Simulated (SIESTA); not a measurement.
The system is ZnO (zincite).

```xyz
4
Lattice="3.2493 0.0000 0.0000 -1.6247 2.8140 0.0000 0.0000 0.0000 5.2057" Properties=species:S:1:pos:R:3 pbc="T T T"
Zn    1.6247    0.9380    0.0000
Zn    0.0000    1.8760    2.6029
O     0.0000    1.8760    4.5759
O     1.6247    0.9380    1.9730
```

Base run:

| Item | Value |
| --- | --- |
| Program | SIESTA 5.4.2 |
| Functional | PBE |
| Potentials or basis | PseudoDojo 0.4 standard (PBE files) |
| Basis | DZP (energy shift 0.002 Ry) |
| Grid cutoff | 800 Ry |
| Energy shift | 0.002 Ry |
| k mesh | 9 × 9 × 5 |
| Occupations | fermi-dirac, width 0.05 eV |
| Spin | no spin polarisation |

Its results: band gap on the k mesh 1.16 eV, direct; pressure 6.4 GPa; largest force 0.129 eV/Å.

**Question.** The run is repeated on the same cell with these changes: functional from PBE to vdW-DF-cx. What comes out?

**Answer.** Band gap on the k mesh 1.11 eV, direct; pressure 2.5 GPa; largest force 0.128 eV/Å.

Caveats: semicore shells carry a single zeta, which can move pressures by several GPa and volumes by a few percent; the valence orbitals were made in a potential fitted to the semicore shell under them, which widens gaps by tenths of an eV or more; the basis of atomic orbitals isn't converged, which shifts pressures, moduli and gaps; an odd mesh through Γ misses points on the zone boundary, where band edges often lie (some runs); the potentials were made for another functional, which shifts forces and pressure (some runs).

Not every run made on this cell is shown here.
